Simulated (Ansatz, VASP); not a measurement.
Given: the input of a run of Ansatz 0.2.0 on TiTe2. Atoms were shifted at random by some hundredths of an Å from the given cell, which wasn't relaxed again for these runs. 

The input input.yaml:

```yaml
crystal:
  lattice:
    - [3.777, 0.0, 0.0]
    - [-1.8885, 3.2709779501, 0.0]
    - [0.0, 0.0, 6.498]
  atoms:
    - { symbol: Te, position: [0.338833, 0.660744, 0.741906] }
    - { symbol: Te, position: [0.667394, 0.338002, 0.267244] }
    - { symbol: Ti, position: [-0.001254, -0.000186, 0.0024] }
kpoints:
  mp_grid: { grid: [8, 8, 4] }
scf:
  occupations: { method: fermi_dirac, width: 0.05 }
hamiltonian:
  xc: pbe
  pseudopotentials: { kind: all_electron, lapw: { basis_error: 0.001 } }
output:
  forces: true
  stress: true
  eigenvalues: true
  populations: true
```

Potentials or basis: all-electron LAPW, scalar-relativistic.

Run with:

```console
$ ansatz run input.yaml --threads 2 --pin off --max-ram 6144MiB --backend cpu --events-out ev --progress --plain --runs-dir out
```

Task: Translate it to VASP 6.6.1. Potentials or basis there: PBE PAW files Te, Ti_sv, 520 eV.

Result: As run (cutoffs and basis follow the program's own potentials, and thresholds, step limits or extra output files can differ):

INCAR

```
PREC     = Accurate       # precision mode
ENCUT    = 520            # plane-wave cutoff, eV
EDIFF    = 1E-7           # SCF threshold, eV
ISMEAR   = -1             # smearing method
SIGMA    = 0.05           # smearing width, eV
LREAL    = False          # projectors in reciprocal space
LASPH    = True           # aspherical terms in the spheres
NELM     = 100            # most SCF steps
ALGO     = Normal         # electronic algorithm
ISIF     = 2              # what is computed and relaxed
LWAVE    = False          # write WAVECAR
LCHARG   = False          # write CHGCAR
GGA      = PE             # functional
NBANDS   = 19             # bands
```

The input KPOINTS:

```
Automatic mesh
0
Gamma
  8 8 4
```

The input POSCAR:

```
TiTe2
1.0
    3.7770000000      0.0000000000      0.0000000000
   -1.8885000000      3.2709779501      0.0000000000
    0.0000000000      0.0000000000      6.4980000000
Te Ti
2 1
Direct
    0.3388330000      0.6607440000      0.7419060000
    0.6673940000      0.3380020000      0.2672440000
   -0.0012540000     -0.0001860000      0.0024000000
```

Potentials or basis: VASP PAW PBE potentials, release 64 (Te, Ti_sv).

The run is started by

```console
$ cat potpaw_PBE.64/Te/POTCAR potpaw_PBE.64/Ti_sv/POTCAR > POTCAR
$ mpirun -np 1 vasp_std > vasp.out
```

Both were run:

|  | Ansatz | VASP |
| --- | --- | --- |
| Pressure | 1.0 GPa | 1.0 GPa |
| Largest force | 0.187 eV/Å | 0.193 eV/Å |

Where Ansatz's input types no cutoff or centring, it takes its own default and a Γ-centred mesh.

Pressure is positive in compression.
